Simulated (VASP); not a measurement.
The system is BN.

```
N B
1.0
     1.25112    0.72234    3.37293
    -1.25112    0.72234    3.37293
     0.00000   -1.44467    3.37293
N B
1 1
Direct
  0.66724 0.66724 0.66724
  0.00033 0.00033 0.00033
```

The cell is a database's computed one.

* Program: VASP 6.6.1
* Task: relaxation of cell and atoms
* Functional: BEEF-vdW
* Potentials or basis: VASP PAW PBE potentials, release 64 (N, B)
* Cutoff: 600 eV
* k mesh: 12 × 12 × 12
* Occupations: fermi-dirac, width 0.05 eV
* Spin: no spin polarisation

At the start: pressure 3.2 GPa; volume 9.14 Å³/atom.

Q: Where does the relaxation end?

A: Over 11 steps the energy falls by 3.5 meV/atom and the volume is 9.87 Å³/atom (+7.9 %); space group R3m (No. 160, to 0.05 Å).

Step by step:
```csv
step,energy change (eV),largest force (eV/Å),pressure (GPa),volume (Å³)
1,0.0000,0.0027,3.19,18.29
2,0.0041,0.0012,-4.54,18.77
3,-0.0020,0.0012,0.29,18.46
4,-0.0025,0.0009,0.24,18.53
5,-0.0038,0.0002,0.22,18.71
6,-0.0057,0.0035,0.14,19.07
7,-0.0071,0.0146,0.00,19.80
8,-0.0071,0.0141,0.00,19.77
9,-0.0071,0.0135,0.01,19.74
10,-0.0069,0.0605,0.02,19.75
11,-0.0071,0.0002,-0.01,19.74
```

Final structure:
```cif
data_structure
_symmetry_space_group_name_H-M 'P 1'
_symmetry_Int_Tables_number 1
_cell_length_a 3.8917
_cell_length_b 3.8917
_cell_length_c 3.8917
_cell_angle_alpha 37.661
_cell_angle_beta 37.661
_cell_angle_gamma 37.661
_cell_volume 19.74
loop_
_atom_site_label
_atom_site_type_symbol
_atom_site_fract_x
_atom_site_fract_y
_atom_site_fract_z
_atom_site_occupancy
N1 N 0.66716 0.66716 0.66716 1
B1 B 0.00040 0.00040 0.00040 1
```

Caveat: the PAW data sets were made with another functional, which shifts forces and pressure a little.
